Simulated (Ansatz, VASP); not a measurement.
**Yb in VASP and in Ansatz**

```
Yb
1.0
     0.00000    2.61159    2.61159
     2.61159    0.00000    2.61159
     2.61159    2.61159    0.00000
Yb
1
Direct
  0.00000 0.00000 0.00000
```

Change from the starting cell: volume scaled by 1, crystal datasets.

Alike in both runs: task single point; functional PBE; k mesh 14 × 14 × 14; occupations fermi-dirac, width 0.08 eV; no spin polarisation.

```csv
,VASP,Ansatz
version,VASP 6.6.1,Ansatz 0.2.0
potentials or method,"VASP PAW PBE potentials, release 64 (Yb), cutoff 520 eV","all-electron PAW with datasets made for the crystal, scalar-relativistic"
```

```csv
,VASP,Ansatz,Ansatz less VASP
pressure (GPa),-0.4,0.1,+0.44
```

Ansatz ran all-electron here, so the differences hold the error of VASP's frozen core and of both bases.

The runs have no spin-orbit coupling, so splittings on Yb are missing. Spin polarisation is off, so any magnetic state and its effect on volume and gap are missing.
